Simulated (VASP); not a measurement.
# K (Im-3m) in VASP: notebook, part 2 of 2

VASP 6.6.1. Earlier steps stand in the parts before.

## Step 5: Single point, r2SCAN

The input, INCAR:

```
SYSTEM = K
ADDGRID = .False.
ALGO = Normal
EDIFF = 1E-6
ENCUT = 300
ISIF = 2
ISMEAR = -1
LASPH = .True.
LCHARG = .False.
LMIXTAU = .True.
LREAL = .False.
LWAVE = .False.
METAGGA = R2SCAN
NBANDS = 10
NELM = 100
PREC = Accurate
SIGMA = 0.15
```

The input, KPOINTS:

```
k-points
0
Gamma
  2 2 2
  0 0 0
```

The input, POSCAR:

```
K
1.0
   -2.6975585167      2.6975585167      2.6975585167
    2.6975585167     -2.6975585167      2.6975585167
    2.6975585167      2.6975585167     -2.6975585167
K
1
Direct
    0.0000000000      0.0000000000      0.0000000000
```

Potentials or basis: VASP PAW PBE potentials, release 64 (K_pv).

Started as:

```
$ cat potpaw_PBE.64/K_pv/POTCAR > POTCAR
$ mpirun -np 1 vasp_std > vasp.out
```

OUTCAR:

```text
SYSTEM = K
   EDIFF = 1E-6
   ENCUT = 300
   ISIF = 2
   ISMEAR = -1
   LASPH = .True.
   LREAL = .False.
   METAGGA = R2SCAN
   NELM = 100
   PREC = Accurate

 Found      3 irreducible k-points:

 Following reciprocal coordinates:
            Coordinates               Weight
  0.000000  0.000000  0.000000      1.000000
  0.500000  0.000000  0.000000      6.000000
  0.500000  0.500000  0.500000      1.000000
   k-points           NKPTS =      3   k-points in BZ     NKDIM =      3   number of bands    NBANDS=     10
   number of dos      NEDOS =    301   number of ions     NIONS =      1
   total plane-waves  NPLWV =  21952
   dimension x,y,z NGX =    28 NGY =   28 NGZ =   28
   dimension x,y,z NGXF=    56 NGYF=   56 NGZF=   56
   ions per type =               1
   NGX,Y,Z   is equivalent  to a cutoff of   9.96,  9.96,  9.96 a.u.
   NGXF,Y,Z  is equivalent  to a cutoff of  19.93, 19.93, 19.93 a.u.
 SYSTEM =  K
   PREC   = accura    normal or accurate (medium, high low for compatibility)
   ISTART =      0    job   : 0-new  1-cont  2-samecut
   ICHARG =      2    charge: 1-file 2-atom 10-const
   ISPIN  =      1    spin polarized calculation?
   LNONCOLLINEAR =      F non collinear calculations
   LSORBIT =      F    spin-orbit coupling
   LASPH  =      T    aspherical Exc in radial PAW
   ENCUT  =  300.0 eV  22.05 Ry    4.70 a.u.   6.60  6.60  6.60*2*pi/ulx,y,z
   NELM   =    100;   NELMIN=  2; NELMDL= -5     # of ELM steps
   EDIFF  = 0.1E-05   stopping-criterion for ELM
   LREAL  =      F    real-space projection
   EDIFFG = 0.1E-04   stopping-criterion for IOM
   NSW    =      0    number of steps for IOM
   IBRION =     -1    ionic relax: 0-MD 1-quasi-New 2-CG
   NFREE  =      0    steps in history (QN), initial steepest desc. (CG)
   ISIF   =      2    stress and relaxation
   ISYM   =      2    0-nonsym 1-usesym 2-fastsym
   POTIM  = 0.5000    time-step for ionic-motion
   TEBEG  =    0.0;   TEEND  =   0.0 temperature during run
   PSTRESS=    0.0 pullay stress
   NELECT =       7.0000    total number of electrons
   NUPDOWN=      -1.0000    fix difference up-down
   EMIN   =  10.00;   EMAX   =-10.00  energy-range for DOS
   EFERMI =   0.00;   METHOD = LEGACY
   ISMEAR =    -1;   SIGMA  =   0.15  broadening in eV -4-tet -1-fermi 0-gaus
   EFERMI_NEDOS =   21; number of points for ismear=-14 and -15
   IALGO  =     38    algorithm
   IMIX   =      4    mixing-type and parameters
     AMIX     =   0.40;   BMIX     =  1.00
     AMIX_MAG =   1.60;   BMIX_MAG =  1.00
  volume/ion in A,a.u.               =      78.52       529.87
  Fermi-wavevector in a.u.,A,eV,Ry     =   0.731335  1.382024  7.277097  0.534852
  Thomas-Fermi vector in A             =   1.823527
   LORBIT       =      0    0 simple, 1 ext, 2 COOP (PROOUT), +10 PAW based schemes
   METAGGA = R2SCAN    functional components
   LHFCALC =     F    Hartree Fock is set to
   AEXX    =    0.0000 exact exchange contribution
   IVDW    =     0    specifies the selected vdW correction
   LEPSILON=     F    determine dielectric tensor
   LRPA    =     F    only Hartree local field effects (RPA)
 non-spin polarized calculation
  energy-cutoff  :      300.00
  volume of cell :       78.52
 maximum number of plane-waves:       959
 NGX is ok and might be reduce to    28
   NGX = 13   NGY = 13   NGZ = 13

 number of electron       6.9999995 magnetization

 Free energy of the ion-electron system (eV)
  ---------------------------------------------------
  ext. energy  EPLUGINS =         0.00000000
  ---------------------------------------------------
  free energy    TOTEN  =        -5.49370785 eV

  energy without entropy =       -5.24086160  energy(sigma->0) =       -5.36728472

 E-fermi :  -0.7671     XC(G=0):  -5.7568

 val. band max:       -3.3982205683   @ k =   0.0000   0.0000   0.0000
 cond. band min:      -0.6144183889   @ k =   0.5000   0.0000   0.0000
 fundamental gap:      2.7838021793
 Fermi energy:        -0.7670700375

 k-point     1 :       0.0000    0.0000    0.0000
  band No.  band energies     occupation
      1     -17.4662      2.00000
      2     -17.4662      2.00000
      3     -17.4661      2.00000
      4      -3.3982      2.00000
      5       3.5888      0.00000
      6       3.5890      0.00000
      7       3.5890      0.00000
      8       4.5547      0.00000
      9       4.5547      0.00000
     10       6.9875      0.00000

 k-point     2 :       0.5000    0.0000    0.0000
  band No.  band energies     occupation
      1     -17.5207      2.00000
      2     -17.4842      2.00000
      3     -17.4661      2.00000
      4      -0.6144      0.53096
      5      -0.5896      0.46896
      6       2.3006      0.00000
      7       4.1957      0.00000
      8       4.9588      0.00000
      9       5.1821      0.00000
     10       5.6880      0.00000

 k-point     3 :       0.5000    0.5000    0.5000
  band No.  band energies     occupation
      1     -17.5050      2.00000
      2     -17.5050      2.00000
      3     -17.5049      2.00000
      4       0.5798      0.00025
      5       0.5798      0.00025
      6       2.4529      0.00000
      7       2.4530      0.00000
      8       2.4530      0.00000
      9       4.8349      0.00000
     10       5.8451      0.00000

------------------------ aborting loop because EDIFF is reached ----------------------------------------

  FORCE on cell =-STRESS in cart. coord.  units (eV):
  Direction    XX          YY          ZZ          XY          YZ          ZX
  --------------------------------------------------------------------------------------
  -------------------------------------------------------------------------------------
  Total        0.2298620      0.2298620      0.2298620     -0.0000000     -0.0000000      0.0000000
  in kB        4.6903481      4.6903481      4.6903481     -0.0000000     -0.0000000      0.0000000
  external PRESSURE =       4.6903481 kB  Pullay stress =       0.0000000 kB

 VOLUME and BASIS-vectors are now :
 -----------------------------------------------------------------------------
  energy-cutoff  :      300.00
  volume of cell :       78.52
      direct lattice vectors                 reciprocal lattice vectors
    -2.697558517  2.697558517  2.697558517     0.000000000  0.185352791  0.185352791
     2.697558517 -2.697558517  2.697558517     0.185352791  0.000000000  0.185352791
     2.697558517  2.697558517 -2.697558517     0.185352791  0.185352791  0.000000000

 POSITION                                       TOTAL-FORCE (eV/Angst)
 -----------------------------------------------------------------------------------
      0.00000      0.00000      0.00000         0.000000      0.000000      0.000000
 -----------------------------------------------------------------------------------
    total drift:                               -0.000000     -0.000000     -0.000000

  FREE ENERGIE OF THE ION-ELECTRON SYSTEM (eV)
  ---------------------------------------------------
  free  energy   TOTEN  =        -5.4937078500 eV

  energy  without entropy=       -5.2408615987  energy(sigma->0) =       -5.36728472
```

OSZICAR:

```text
N       E                     dE             d eps       ncg     rms          rms(c)
DAV:   1     0.871265040111E+01    0.87127E+01   -0.23022E+03    60   0.308E+02
DAV:   2    -0.599229741635E+01   -0.14705E+02   -0.14657E+02    72   0.846E+01
DAV:   3    -0.612360850431E+01   -0.13131E+00   -0.13122E+00    74   0.769E+00
[... 13 lines left out ...]
DAV:  17    -0.549370987583E+01   -0.28460E-04   -0.27238E-05    60   0.377E-02    0.258E-03
DAV:  18    -0.549370743934E+01    0.24365E-05   -0.17434E-06    64   0.912E-03    0.114E-03
DAV:  19    -0.549370902912E+01   -0.15898E-05   -0.33661E-07    60   0.462E-03    0.215E-03
DAV:  20    -0.549370731728E+01    0.17118E-05   -0.84989E-07    60   0.809E-03    0.145E-04
DAV:  21    -0.549370784997E+01   -0.53269E-06   -0.13000E-08    30   0.843E-04
   1 F= -.54937078E+01 E0= -.53672847E+01  d E =-.252846E+00
```

stdout:

```text
POSCAR found type information on POSCAR K
 POSCAR found :  1 types and       1 ions
 scaLAPACK will be used
 -----------------------------------------------------------------------------
|                                                                             |
|                                                                             |
|     You enforced a specific xc type in the INCAR file but a different       |
|     I HOPE YOU KNOW WHAT YOU ARE DOING!                                     |
|                                                                             |
 -----------------------------------------------------------------------------

 LDA part: xc-table for (None), standard interpolation
 POSCAR, INCAR and KPOINTS ok, starting setup
 FFT: planning ... GRIDC
 FFT: planning ... GRID_SOFT
 FFT: planning ... GRID
 WAVECAR not read
 entering main loop
```

Run time: 22 s. Hardware: 1 thread of Intel Xeon Platinum 8559C (Emerald Rapids), shared host; peak memory 0.15 GiB.

These settings aren't checked as converged: the numbers below hold their error.

Results:

- Free energy: -5.4937 eV
- Pressure: 0.5 GPa
- Band gap on the k mesh: none (metal or under the smearing width)

Caveat: the k mesh is coarse (spacing up to 0.82 Å⁻¹), so the values aren't converged; the PAW data sets were made with another functional, which shifts forces and pressure a little.

## Step 6: The reference run

An earlier run on the cell as given: functional PBE; potentials or basis VASP PAW PBE potentials, release 64 (K_sv); cutoff 520 eV; k mesh 7 × 7 × 7; occupations fermi-dirac, width 0.05 eV; no spin polarisation.

* Pressure: -0.2 GPa
* Band gap on the k mesh: none (metal or under the smearing width)
